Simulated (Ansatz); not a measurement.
# Sn (Fd-3m) in Ansatz: further runs, part 2 of 2

Ansatz 0.2.0.

### Step 3. Relaxation of cell and atoms, r2SCAN+D4

input.yaml reads:

```yaml
crystal:
  lattice:
    - [0.0, 3.2333428, 3.2333428]
    - [3.2333428, 0.0, 3.2333428]
    - [3.2333428, 3.2333428, 0.0]
  atoms:
    - { symbol: Sn, position: [0.75, 0.75, 0.75] }
    - { symbol: Sn, position: [0.5, 0.5, 0.5] }
hamiltonian:
  xc: r2scan
  pseudopotentials: { kind: paw }
  dispersion: d4
kpoints:
  mp_grid: { grid: [7, 7, 7] }
scf:
  occupations: { method: fermi_dirac, width: 0.05 }
output:
  forces: true
  stress: true
  eigenvalues: true
relax:
  f_tol: 0.01
  max_steps: 40
  cell: { stress_tol: 0.05 }
```

Potentials or basis: Ansatz PAW.

On the command line:

```bash
> ansatz run input.yaml --threads 2 --pin off --max-ram 5632MiB --backend cpu --events-out ev --progress --plain --runs-dir out
```

Log:

```text
Warning: RAYON_NUM_THREADS=2 ignored (pool sized by the plan → 2); use --threads N
Engine: ansatz 0.2.0, aarch64-unknown-linux-gnu
Pseudopotentials: kind: paw
Pseudopotential: Sn, paw, valence charge 14, recommended cutoff 500 eV (meta_gga), Sn.paw.azcp
Functional definition: r2SCAN
  parameter k0 = 0.174
  parameter k1 = 0.065
  parameter a1 = 4.9479
  exchange = r2scan_x(k0 = k0, k1 = k1, a1 = a1)
  correlation = r2scan_c
Crystal: 2 atoms, lattice volume = 67.606 Å³
Basis set: ecut = 500 eV, 1759 PW (Γ), exchange–correlation on 144×144×144 points (64 copies of the dense FFT grid, shifted against one another)
Bands: 18, of which v1, the nominal top of the filled ones, is band 14 counted from 1 (13 counted from 0)
Symmetry: 48 space group operations
Space group: Fd-3m (ITA 227), of the structure as read, at distance tolerance 4.1e-5 Å
k-points: 20 of 343
Non-local potential: Sn, projectors of the file, l = 0: 2, l = 1: 2, l = 2: 2, l = 3: 2
PAW form: soft (Blöchl's): semilocal exchange-correlation on the pseudo side does not see the compensation charge
PAW frozen core: Sn, regenerated for the run's functional (the file was generated under x = pbe(κ = 0.804, μ = 0.2195149727645171), c = pbe(β = 0.06672455060314922))
PAW one-centre angular grid: Sn, 590 points (default); XC on 249 of its mesh's 2787 points in the sphere
Initial density: superposition of atomic densities (neutral atoms: chi_scale 0, normalization atom), corrected by the library's trained network
[... 70 lines left out ...]
  E_xc         = -747.856212
  E_vxc        = -207.346677  (∫ρ·V_xc dr)
  E_paw        = -8322.297366  (= ΣΔE_a)
  E_vpaw       = -733.879785  (= ΣTr[D̂ρ^β])
  E_aug_tail   = -0.000001  (compensation charges beyond the density's cutoff)
  E_vtau       = 13.288057  (kinetic-family band-sum trace: ∫τ·v_τ [+ j·A + Jᵃ·Aᵃ] dr)
  E_ewald      = -2323.069876
  E_disp       = -0.221108  (pairwise vdW)
  E_core_change = 1.470640  (= ΣΔE_core)
  E_smearing   = -0.001308  (= −TS)
  E_closure    = -0.000000  (closes the sum)
  Σ components = -12077.485837   (vs F -12077.485837, Δ=0.00e0)
--- Forces (eV/Å), atoms counted from 1 ---
  atom   1  Sn    -0.00000000    -0.00000000     0.00000000
  atom   2  Sn     0.00000000     0.00000000    -0.00000000
  max |Σ_I F_I| component: 9.25e-18 eV/Å
--- Stress (GPa, compression-positive) ---
        0.005674      -0.000000      -0.000000
       -0.000000       0.005674       0.000000
       -0.000000      -0.000000       0.005674
  P = ⅓ Tr σ = 0.0057 GPa (0.057 kbar)
--- Band table (eV; the first three rows and the last of 20) ---
  k-point 0: bands = ["-14.9672", "-14.9672", "-14.9672", "-14.9070", "-14.9070", "-14.6026", "-14.6026", "-14.6026", "-14.5897", "-14.5897", "-3.5146", "6.9012", "7.4499", "7.4499", "7.4499", "9.6641", "9.6641", "9.6641"]
  k-point 1: bands = ["-14.9802", "-14.9802", "-14.9625", "-14.8883", "-14.8883", "-14.6259", "-14.6259", "-14.6085", "-14.5699", "-14.5699", "-3.3122", "4.9329", "7.0933", "7.0933", "8.1030", "10.1261", "10.1261", "10.6216"]
  k-point 2: bands = ["-14.9956", "-14.9956", "-14.9515", "-14.8617", "-14.8617", "-14.6480", "-14.6480", "-14.6222", "-14.5539", "-14.5539", "-2.7376", "2.7785", "6.5640", "6.5640", "7.8045", "10.6939", "10.6939", "12.6839"]
  k-point 19: bands = ["-15.0397", "-15.0272", "-14.8610", "-14.7935", "-14.7739", "-14.7419", "-14.7361", "-14.6839", "-14.5173", "-14.5049", "-0.7327", "0.1946", "4.0036", "4.8137", "9.7886", "11.5368", "12.1824", "12.1825"]
--- Relaxed structure (4 steps of the walk, 4 accepted, 1 SCFs on fresh bases) ---
  F+E_penalty+E_count = -12077.48583673 eV   max|allowed force component| = 9.252e-18 eV/Å   (the final SCF, on the basis selected at the relaxed cell)
  cell:  # Å, volume = 70.0759 Å³
    - [-3.0062694994083983e-33, 3.2722486415522143, 3.2722486415522143]
    - [3.2722486415522143, -2.6495934571057068e-33, 3.2722486415522143]
    - [3.2722486415522143, 3.2722486415522143, -3.592237283191391e-33]
  atoms:
    - { symbol: Sn, position: [0.7500000000000001, 0.7500000000000001, 0.7500000000000001] }
    - { symbol: Sn, position: [0.5, 0.5, 0.5] }
```

Wall time 10 s (2 threads of Arm Neoverse V2, shared host); peak memory 0.53 GiB.

Results:

```
Free energy                            : -12077.4858 eV
Relaxed volume                         : 35.04 Å³/atom
Relaxed cell                           : a = 4.628 Å, b = 4.628 Å, c = 4.628 Å, α = 60.00°, β = 60.00°, γ = 60.00°
Space group after relaxing (to 0.05 Å) : Fd-3m (No. 227)
Energy gained by relaxing              : 6.5 meV/atom
Ionic steps                            : 5
Pressure after relaxing                : 0.0 GPa
Band gap on the k mesh                 : none (metal or under the smearing width)
```

The path:
```csv
step,energy change (eV),largest force (eV/Å),volume (Å³)
1,0.0000,0.0000,67.61
2,-0.0070,0.0000,71.85
3,-0.0129,0.0000,70.21
4,-0.0129,0.0000,70.08
5,-0.0130,0.0000,70.08
```

Final structure:
```cif
data_structure
_symmetry_space_group_name_H-M 'P 1'
_symmetry_Int_Tables_number 1
_cell_length_a 4.6277
_cell_length_b 4.6277
_cell_length_c 4.6277
_cell_angle_alpha 60.000
_cell_angle_beta 60.000
_cell_angle_gamma 60.000
_cell_volume 70.08
loop_
_atom_site_label
_atom_site_type_symbol
_atom_site_fract_x
_atom_site_fract_y
_atom_site_fract_z
_atom_site_occupancy
Sn1 Sn 0.75000 0.75000 0.75000 1
Sn2 Sn 0.50000 0.50000 0.50000 1
```

Levels at points of the mesh, in eV from the Fermi level:
```tsv
k point	band 11	band 12	band 13	band 14	band 15	band 16	band 17	band 18
(0.00, 0.00, 0.00)	-10.96	-0.54	0.01	0.01	0.01	2.22	2.22	2.22
```

Caveat: the plane-wave basis is chosen anew once the cell has moved, so the energies of steps on either side of that aren't comparable; pairwise dispersion overbinds metals, which lowers pressure and volume; the PAW data sets come from PBE, with cores solved anew for the run's functional, which leaves a small shift of forces and pressure.

### Step 4. Relaxation of cell and atoms, r2SCAN+rVV10

input.yaml: that of step 3 with these lines changed.

```diff
@@ -11,3 +11,3 @@
   pseudopotentials: { kind: paw }
-  dispersion: d4
+  dispersion: rvv10
 kpoints:
@@ -20,2 +20,6 @@
   eigenvalues: true
+  write_density: true
+  write_potential: true
+  elf: true
+  volumetric_format: npy
 relax:
```

Potentials or basis: Ansatz PAW.

On the command line:

```bash
> ansatz run input.yaml --threads 2 --pin off --max-ram 5632MiB --backend cpu --events-out ev --progress --plain --runs-dir out
```

Log:

```text
Warning: RAYON_NUM_THREADS=2 ignored (pool sized by the plan → 2); use --threads N
Engine: ansatz 0.2.0, aarch64-unknown-linux-gnu
Pseudopotentials: kind: paw
Pseudopotential: Sn, paw, valence charge 14, recommended cutoff 500 eV (meta_gga), Sn.paw.azcp
Functional definition: r2SCAN+rVV10
  parameter k0 = 0.174
  parameter k1 = 0.065
  parameter a1 = 4.9479
  exchange = r2scan_x(k0 = k0, k1 = k1, a1 = a1)
  correlation = r2scan_c + rvv10(11.95, 0.0093)
Crystal: 2 atoms, lattice volume = 67.606 Å³
Basis set: ecut = 500 eV, 1759 PW (Γ), exchange–correlation on 160×160×160 points (64 copies of the dense FFT grid, shifted against one another)
Bands: 18, of which v1, the nominal top of the filled ones, is band 14 counted from 1 (13 counted from 0)
Symmetry: 48 space group operations
Space group: Fd-3m (ITA 227), of the structure as read, at distance tolerance 4.1e-5 Å
k-points: 20 of 343
Non-local potential: Sn, projectors of the file, l = 0: 2, l = 1: 2, l = 2: 2, l = 3: 2
PAW form: soft (Blöchl's): semilocal exchange-correlation on the pseudo side does not see the compensation charge
rVV10 density: all electrons in the spheres
PAW frozen core: Sn, regenerated for the run's functional (the file was generated under x = pbe(κ = 0.804, μ = 0.2195149727645171), c = pbe(β = 0.06672455060314922))
PAW one-centre angular grid: Sn, 590 points (default); XC on 249 of its mesh's 2787 points in the sphere
Initial density: superposition of atomic densities (neutral atoms: chi_scale 0, normalization atom), corrected by the library's trained network
Initial wavefunctions: pseudopotential atomic-orbital guess
[... 77 lines left out ...]
  E_aug_tail   = -0.000000  (compensation charges beyond the density's cutoff)
  E_vtau       = 13.278213  (kinetic-family band-sum trace: ∫τ·v_τ [+ j·A + Jᵃ·Aᵃ] dr)
  E_ewald      = -2326.844012
  E_core_change = 1.470640  (= ΣΔE_core)
  E_smearing   = -0.001375  (= −TS)
  E_closure    = 0.000000  (closes the sum)
  Σ components = -12073.350527   (vs F -12073.350527, Δ=0.00e0)
--- Forces (eV/Å), atoms counted from 1 ---
  atom   1  Sn     0.00000000    -0.00000000     0.00000000
  atom   2  Sn     0.00000000    -0.00000000    -0.00000000
  max |Σ_I F_I| component: 2.31e-17 eV/Å
--- Stress (GPa, compression-positive) ---
        0.004041      -0.000000      -0.000000
       -0.000000       0.004041       0.000000
       -0.000000       0.000000       0.004041
  P = ⅓ Tr σ = 0.0040 GPa (0.040 kbar)
--- Band table (eV; the first three rows and the last of 20) ---
  k-point 0: bands = ["-14.9221", "-14.9221", "-14.9221", "-14.8608", "-14.8608", "-14.5525", "-14.5525", "-14.5525", "-14.5388", "-14.5388", "-3.5146", "6.9794", "7.4918", "7.4918", "7.4918", "9.6939", "9.6939", "9.6939"]
  k-point 1: bands = ["-14.9353", "-14.9353", "-14.9173", "-14.8419", "-14.8419", "-14.5758", "-14.5758", "-14.5585", "-14.5190", "-14.5190", "-3.3107", "4.9790", "7.1309", "7.1309", "8.1484", "10.1601", "10.1601", "10.6541"]
  k-point 2: bands = ["-14.9509", "-14.9509", "-14.9062", "-14.8149", "-14.8149", "-14.5981", "-14.5981", "-14.5724", "-14.5029", "-14.5029", "-2.7317", "2.8067", "6.5975", "6.5975", "7.8352", "10.7249", "10.7249", "12.7138"]
  k-point 19: bands = ["-14.9956", "-14.9829", "-14.8145", "-14.7460", "-14.7259", "-14.6934", "-14.6874", "-14.6346", "-14.4658", "-14.4533", "-0.7106", "0.2204", "3.9994", "4.8226", "9.8018", "11.5762", "12.1859", "12.1968"]
--- Relaxed structure (4 steps of the walk, 4 accepted, 1 SCFs on fresh bases) ---
  F+E_penalty+E_count = -12073.35052688 eV   max|allowed force component| = 2.718e-17 eV/Å   (the final SCF, on the basis selected at the relaxed cell)
  cell:  # Å, volume = 69.7355 Å³
    - [-8.916901057567284e-34, 3.2669410607084823, 3.2669410607084823]
    - [3.2669410607084823, 3.0572232197373535e-34, 3.2669410607084823]
    - [3.2669410607084823, 3.2669410607084823, -3.821529024671693e-34]
  atoms:
    - { symbol: Sn, position: [0.7500000000000001, 0.7500000000000001, 0.7500000000000001] }
    - { symbol: Sn, position: [0.5, 0.5, 0.5] }
```

It took 18 s on 2 threads of Arm Neoverse V2, shared host; peak memory 0.62 GiB.

Results:

```
Free energy                            : -12073.3505 eV
Relaxed volume                         : 34.87 Å³/atom
Relaxed cell                           : a = 4.620 Å, b = 4.620 Å, c = 4.620 Å, α = 60.00°, β = 60.00°, γ = 60.00°
Space group after relaxing (to 0.05 Å) : Fd-3m (No. 227)
Energy gained by relaxing              : 4.9 meV/atom
Ionic steps                            : 5
Pressure after relaxing                : 0.0 GPa
Band gap on the k mesh                 : none (metal or under the smearing width)
```

The path:
```csv
step,energy change (eV),largest force (eV/Å),volume (Å³)
1,0.0000,0.0000,67.61
2,-0.0050,0.0000,71.29
3,-0.0097,0.0000,69.83
4,-0.0097,0.0000,69.74
5,-0.0098,0.0000,69.74
```

Final structure:
```
Sn
1.0
     0.00000    3.26694    3.26694
     3.26694    0.00000    3.26694
     3.26694    3.26694    0.00000
Sn
2
Direct
  0.75000 0.75000 0.75000
  0.50000 0.50000 0.50000
```

Levels at points of the mesh, in eV from the Fermi level:
| k point | band 12 | band 13 | band 14 | band 15 | band 16 | band 17 |
| --- | --- | --- | --- | --- | --- | --- |
| (0.00, 0.00, 0.00) | -0.50 | 0.02 | 0.02 | 0.02 | 2.22 | 2.22 |

Caveat: the plane-wave basis is chosen anew once the cell has moved, so the energies of steps on either side of that aren't comparable; pairwise dispersion overbinds metals, which lowers pressure and volume; the PAW data sets come from PBE, with cores solved anew for the run's functional, which leaves a small shift of forces and pressure.

### Step 5. The runs side by side

| level | gap on the mesh (eV) | pressure (GPa) | relaxed volume (Å³/atom) |
| --- | --- | --- | --- |
| r2SCAN+D3(BJ)-ATM | none | 0.0 | 34.98 |
| r2SCAN+D4 | none | 0.0 | 35.04 |
| r2SCAN+rVV10 | none | 0.0 | 34.87 |

Alike in all rows: task relaxation of cell and atoms; potentials or basis Ansatz PAW; no spin polarisation; cell relaxed; k mesh 7 × 7 × 7; cutoff (eV) 500; smearing fermi-dirac 0.05 eV.

Caveats: the plane-wave basis is chosen anew once the cell has moved, so the energies of steps on either side of that aren't comparable; pairwise dispersion overbinds metals, which lowers pressure and volume; the PAW data sets come from PBE, with cores solved anew for the run's functional, which leaves a small shift of forces and pressure.

Total energies depend on the potentials used, so only differences within one code and one set of settings carry meaning.
